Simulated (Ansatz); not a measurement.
# How the vibrations of BN change with volume

Level of theory: Ansatz 0.2.0, DFT PBEsol, scalar-relativistic, plane waves, PAW. Plane waves to 420 eV; Γ-centred k mesh 12×12×12; fixed occupations. No spin polarisation. Phonons by linear response, acoustic sum rule imposed.

Relaxed structure:
```
B N
1.0
     2.49422    0.00154   -0.22289
    -1.23848    2.16503    0.22286
    -0.93432   -0.90562    3.55297
B N
1 1
Direct
  0.99088 0.99134 0.99361
  0.65727 0.32454 0.99319
```

The crystal is built of layers and no dispersion correction was added, so the binding between them is poorly described, and with it their spacing and whatever depends on it.

Cells at 0.98 and 1.02 times the equilibrium volume were relaxed in shape and atoms; γ = −d ln ν / d ln V, modes matched by rank.

Problem. Give the optical frequencies at Γ without the LO field (cm⁻¹) at the three volumes and the mode Grüneisen parameters.

Solution.
| 0.98 V | V | 1.02 V | γ | degeneracy |
| --- | --- | --- | --- | --- |
| 753 | 756 | 759 | -0.20 | 1 |
| 1364 | 1363 | 1362 | 0.04 | 2 |

Problem. What pressures hold the two strained cells, and what bulk modulus follows?

Solution. 0.23 GPa at 0.98 V and -0.16 GPa at 1.02 V, so B = −dP/d ln V ≈ 10 GPa.

Problem. How does the gap respond?

Solution. It is 4.21, 4.25 and 4.28 eV at 0.98, 1 and 1.02 V: dE_g/d ln V = 1.8 eV.

Problem. And the dielectric constants (a third of the trace)?

Solution. ε∞: 4.00, 3.93, 3.86; ε0: 5.2, 5.1, 5.0, in order of rising volume.

This form isn't the usual stable structure of the compound.